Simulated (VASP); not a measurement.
Input of a VASP 6.6.1 run:

File INCAR:

```
SYSTEM = BN
ALGO = Normal
EDIFF = 1E-6
ENCUT = 520
GGA = PE
ISIF = 2
ISMEAR = 0
LASPH = .TRUE.
LCHARG = .FALSE.
LREAL = .FALSE.
LWAVE = .FALSE.
NBANDS = 11
NELM = 80
PREC = Accurate
SIGMA = 0.05
```

KPOINTS

```
k-points
0
G
  16 16 16
  0 0 0
```

The input POSCAR:

```
BN
1.0
    0.0000000000      1.8106359998      1.8106359998
    1.8106359998      0.0000000000      1.8106359998
    1.8106359998      1.8106359998      0.0000000000
B N
1 1
Direct
    0.0000000000      0.0000000000      0.0000000000
    0.7500000000      0.7500000000      0.7500000000
```

Potentials or basis: VASP PAW PBE potentials, release 64 (B, N).

The run is started by

```console
$ cat potpaw_PBE.64/B/POTCAR potpaw_PBE.64/N/POTCAR > POTCAR
$ mpirun -np 1 vasp_std > vasp.out
```

What does it give for the pressure?

1.3 GPa.

Estimate the band gap on the k mesh.

4.45 eV, indirect (least direct gap 8.80 eV).

**Experimental background.**

A printed reference work, monograph reports, for a bulk crystal of BN at 300 K: band gap 6.4 eV (indirect).

Measured gap of BN: 6.4 eV (indirect; 300 K; a printed reference work, monograph). This calculation gives 4.45 eV (-1.95 eV). The value is that of PBE on a finite k mesh, which can miss the band edges, without temperature or zero-point motion. Semilocal functionals fall short of measured gaps as a rule.
